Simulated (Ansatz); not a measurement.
The system is MgS.

```
S Mg
1.0
     0.00000    2.83312    2.83312
     2.83312    0.00000    2.83312
     2.83312    2.83312    0.00000
S Mg
1 1
Direct
  0.25000 0.25000 0.25000
  0.00000 0.00000 0.00000
```

The cell comes from a database or a generator and needn't be the stable form of this composition.

Base run:

| Item | Value |
| --- | --- |
| Program | Ansatz 0.2.0 |
| Functional | HSE06 |
| Potentials or basis | Ansatz PAW |
| Cutoff | 420 eV |
| Density cutoff | 1680 eV |
| k mesh | 6 × 6 × 6 |
| Occupations | fermi-dirac, width 0.05 eV |
| Spin | no spin polarisation |

Its results: band gap on the k mesh 4.52 eV, direct.

Problem. The run is repeated on the same cell with these changes: functional from HSE06 to PBE0. What comes out?

Solution. Band gap on the k mesh 5.20 eV, direct.

Not every run made on this cell is shown here.
